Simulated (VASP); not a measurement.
# CoO (P-6m2) in VASP: notebook, part 2 of 2

VASP 6.6.1. The steps go on from the part before.

## (3) Relaxation of cell and atoms, BLYP, collinear spin, ferromagnetic start

File INCAR:

```
PREC = Accurate
ENCUT = 600
EDIFF = 1E-6
ISMEAR = -1
SIGMA = 0.05
LREAL = F
LASPH = T
NELM = 150
ALGO = Normal
ISIF = 3
LWAVE = F
LCHARG = F
ISPIN = 2
MAGMOM = 2 0
LORBIT = 11
LMAXMIX = 4
GGA = B5
ALDAX = 1.0
AGGAX = 1.0
AGGAC = 1.0
ALDAC = 0.0
IBRION = 2
NSW = 60
EDIFFG = -0.02
```

File KPOINTS:

```
regular mesh
0
Gamma
  8 8 7
```

File POSCAR:

```
CoO
1.0
    2.8284500000      0.0000000000      0.0000000000
   -1.4142300000      2.4495100000      0.0000000000
    0.0000000000      0.0000000000      2.7217200000
Co O
1 1
Direct
    0.0000000000      0.0000000000      0.5000000000
    0.6666700000      0.3333300000      0.0000000000
```

Potentials or basis: VASP PAW PBE potentials, release 64 (Co, O).

The run is started by

```
> cat potpaw_PBE.64/Co/POTCAR potpaw_PBE.64/O/POTCAR > POTCAR
> mpirun -np 1 vasp_std > vasp.out
```

OUTCAR:

```text
PREC = Accurate
   ENCUT = 600
   EDIFF = 1E-6
   ISMEAR = -1
   LREAL = F
   LASPH = T
   NELM = 150
   ISIF = 3
   ISPIN = 2
   LORBIT = 11
   GGA = B5
   IBRION = 2
   NSW = 60
   EDIFFG = -0.02

 ion  position               nearest neighbor table
   1  0.000  0.000  0.500-   2 2.13   2 2.13   2 2.13   2 2.13   2 2.13   2 2.13
   2  0.667  0.333  0.000-   1 2.13   1 2.13   1 2.13   1 2.13   1 2.13   1 2.13

  LATTYP: Found a hexagonal cell.
 ALAT       =     2.8284500000
 C/A-ratio  =     0.9622655518

  Lattice vectors:

 A1 = (   2.8284500000,   0.0000000000,   0.0000000000)
 A2 = (  -1.4142300000,   2.4495100000,   0.0000000000)
 A3 = (   0.0000000000,   0.0000000000,   2.7217200000)

Analysis of symmetry for initial positions (statically):
=====================================================================
 Subroutine PRICEL returns:
 Original cell was already a primitive cell.

 Routine SETGRP: Setting up the symmetry group for a
 hexagonal supercell.

 Subroutine GETGRP returns: Found  4 space group operations
 (whereof  4 operations were pure point group operations)
 out of a pool of 24 trial point group operations.

The static configuration has the point symmetry C_2v.

Analysis of symmetry for dynamics (positions and initial velocities):
=====================================================================
 Subroutine PRICEL returns:
 Original cell was already a primitive cell.

 Routine SETGRP: Setting up the symmetry group for a
 hexagonal supercell.

 Subroutine GETGRP returns: Found  4 space group operations
 (whereof  4 operations were pure point group operations)
 out of a pool of 24 trial point group operations.

The dynamic configuration has the point symmetry C_2v.

Analysis of structural, dynamic, and magnetic symmetry:
=====================================================================
 Subroutine PRICEL returns:
 Original cell was already a primitive cell.

 Routine SETGRP: Setting up the symmetry group for a
 hexagonal supercell.

[... 152 lines left out ...]

  energy without entropy =      -11.89108877  energy(sigma->0) =      -11.90511591

------------------------ aborting loop because EDIFF is reached ----------------------------------------

  FORCE on cell =-STRESS in cart. coord.  units (eV):
  Direction    XX          YY          ZZ          XY          YZ          ZX
  --------------------------------------------------------------------------------------
  -------------------------------------------------------------------------------------
  Total        0.9488093      0.9488311      0.7985717      0.0000166      0.0000000      0.0000000
  in kB       80.6154624     80.6173126     67.8505439      0.0014123      0.0000000      0.0000000
  external PRESSURE =      76.3611063 kB  Pullay stress =       0.0000000 kB
[... 167 lines left out ...]
--------------------------------------- Ionic step        6  -------------------------------------------

 number of electron      14.9999999 magnetization       2.9999463

 Free energy of the ion-electron system (eV)
  ---------------------------------------------------
  ext. energy  EPLUGINS =         0.00000000
  ---------------------------------------------------
  free energy    TOTEN  =       -11.94222937 eV

  energy without entropy =      -11.91300214  energy(sigma->0) =      -11.92761575

 E-fermi :   7.8899     XC(G=0): -11.7260

 val. band max:        7.8876306086   @ k =   0.3750   0.0000   0.0000
 cond. band min:       7.9027963385   @ k =   0.3750   0.0000   0.1429
 fundamental gap:      0.0151657298
 Fermi energy:         7.8899081450

 spin component 1

 k-point     1 :       0.0000    0.0000    0.0000
  band No.  band energies     occupation
      1     -12.0887      1.00000
      2       3.1195      1.00000
      3       3.1202      1.00000
      4       3.8414      1.00000
      5       4.6041      1.00000
      6       5.0850      1.00000
      7       5.0850      1.00000
      8       6.9239      1.00000
      9       6.9245      1.00000
     10       8.6366      0.00000
     11      23.0183      0.00000
     12      23.5612      0.00000
[... 333 lines left out ...]
      1     -11.7939      1.00000
      2       2.6707      1.00000
      3       2.9151      1.00000
      4       3.2528      1.00000
      5       4.4504      1.00000
      6       4.9356      1.00000
      7       5.4337      1.00000
      8       6.5733      1.00000
      9       6.8572      1.00000
     10      10.4262      0.00000
     11      21.6940      0.00000
     12      22.2732      0.00000

 [... further k-points ...]

 spin component 2

 k-point     1 :       0.0000    0.0000    0.0000
  band No.  band energies     occupation
      1     -11.4321      1.00000
      2       4.3735      1.00000
      3       4.3739      1.00000
      4       5.2956      1.00000
      5       5.4448      1.00000
      6       8.2330      0.00105
      7       8.2331      0.00104
      8       8.7133      0.00000
      9       8.7145      0.00000
     10       9.1932      0.00000
     11      23.3871      0.00000
     12      24.1062      0.00000
[... 374 lines left out ...]
  FREE ENERGIE OF THE ION-ELECTRON SYSTEM (eV)
  ---------------------------------------------------
  free  energy   TOTEN  =       -11.9422293664 eV

  energy  without entropy=      -11.9130021416  energy(sigma->0) =      -11.92761575

 reached required accuracy - stopping structural energy minimisation

 total charge

# of ion       s       p       d       tot
------------------------------------------
    1        0.290   0.351   7.150   7.791
    2        1.553   3.407   0.000   4.960
--------------------------------------------------
tot          1.843   3.759   7.150  12.751

 magnetization (x)

# of ion       s       p       d       tot
------------------------------------------
    1        0.005   0.008   2.526   2.539
    2        0.025   0.383   0.000   0.408
--------------------------------------------------
tot          0.031   0.390   2.526   2.947
```

OSZICAR:

```text
N       E                     dE             d eps       ncg     rms          rms(c)
DAV:   1     0.937921179598E+02    0.93792E+02   -0.83201E+03  4056   0.168E+03
DAV:   2    -0.702356300242E+01   -0.10082E+03   -0.89287E+02  4140   0.300E+02
[... 60 lines left out ...]
DAV:   3    -0.119426356480E+02   -0.92161E-04   -0.46292E-03  5076   0.105E+00    0.284E-01
DAV:   4    -0.119423671405E+02    0.26851E-03   -0.41090E-04  5052   0.536E-01    0.825E-02
DAV:   5    -0.119422209466E+02    0.14619E-03   -0.56255E-04  5388   0.282E-01    0.580E-02
DAV:   6    -0.119422392427E+02   -0.18296E-04   -0.69458E-05  5788   0.131E-01    0.337E-02
DAV:   7    -0.119422302128E+02    0.90299E-05   -0.13447E-05  5632   0.854E-02    0.120E-02
DAV:   8    -0.119422293664E+02    0.84642E-06   -0.43427E-06  2776   0.269E-02
   6 F= -.11942229E+02 E0= -.11927616E+02  d E =-.223654E-02  mag=     2.9999
```

CONTCAR:

```text
CoO
   1.00000000000000
     2.8915280316370326    0.0000239528231251    0.0000000000000000
    -1.4457483835669436    2.5041493147071821    0.0000000000000000
     0.0000000000000000    0.0000000000000000    2.7287667394628450
  Co              O
     1     1
Direct
     0.9999974352076663    0.0000025647923099    0.5000000000000000
     0.6666725647923373    0.3333274352076868    0.0000000000000000

  0.00000000E+00  0.00000000E+00  0.00000000E+00
  0.00000000E+00  0.00000000E+00  0.00000000E+00
```

It took 2.1 min on 1 thread of Intel Xeon Platinum 8488C (Sapphire Rapids), shared host; peak memory 0.19 GiB.

Results:

- Free energy: -11.9422 eV
- Relaxed volume: 9.88 Å³/atom
- Relaxed cell: a = 2.892 Å, b = 2.892 Å, c = 2.729 Å, α = 90.00°, β = 90.00°, γ = 120.00°
- Space group after relaxing (to 0.05 Å): P-6m2 (No. 187)
- Energy gained by relaxing: 11.5 meV/atom
- Ionic steps: 6
- Pressure after relaxing: 0.0 GPa
- Band gap on the k mesh: none (metal or under the smearing width)
- Net moment: 3.00 μB per cell
- Site moments: Co +2.54; O +0.41 μB
- Valence electrons inside the program's atomic spheres: Co 7.79; O 4.96

Step by step:
| step | energy change (eV) | largest force (eV/Å) | pressure (GPa) | volume (Å³) |
| --- | --- | --- | --- | --- |
| 1 | 0.0000 | 0.0000 | 7.64 | 18.86 |
| 2 | -0.0170 | 0.0002 | -3.29 | 20.11 |
| 3 | -0.0208 | 0.0002 | -0.31 | 19.73 |
| 4 | -0.0208 | 0.0001 | -0.10 | 19.71 |
| 5 | -0.0224 | 0.0002 | -0.06 | 19.73 |
| 6 | -0.0231 | 0.0003 | 0.00 | 19.76 |

Final structure:
```
Co O
1.0
     2.89153    0.00002    0.00000
    -1.44575    2.50415    0.00000
     0.00000    0.00000    2.72877
Co O
1 1
Cartesian
  2.8915 0.0000 1.3644
  1.4458 0.8347 0.0000
```

Levels at points of the mesh, in eV from the Fermi level:
Spin up:
```tsv
k point	band 5	band 6	band 7	band 8	band 9	band 10	band 11	band 12
(0.00, 0.00, 0.00)	-3.29	-2.80	-2.80	-0.97	-0.97	0.75	15.13	15.67
(0.50, 0.00, 0.00)	-3.85	-2.92	-2.04	-2.01	-0.61	5.73	8.30	15.15
(0.50, 0.50, 0.00)	-3.85	-2.92	-2.04	-2.01	-0.61	5.73	8.30	15.15
```
Spin down:
```
           k point  band 3  band 4  band 5  band 6  band 7  band 8  band 9  band 10
(0.00, 0.00, 0.00)   -3.52   -2.59   -2.45    0.34    0.34    0.82    0.82     1.30
(0.50, 0.00, 0.00)   -3.43   -3.15   -2.08    0.05    0.19    0.31    1.68     6.17
(0.50, 0.50, 0.00)   -3.43   -3.15   -2.08    0.05    0.19    0.31    1.68     6.17
```

Caveat: the PAW data sets were made with another functional, which shifts forces and pressure a little; a cell with one magnetic atom can't hold antiferromagnetic order, which such compounds often take; semilocal functionals often make such compounds metallic where correlation or magnetic order opens a gap, which also shifts bond lengths.
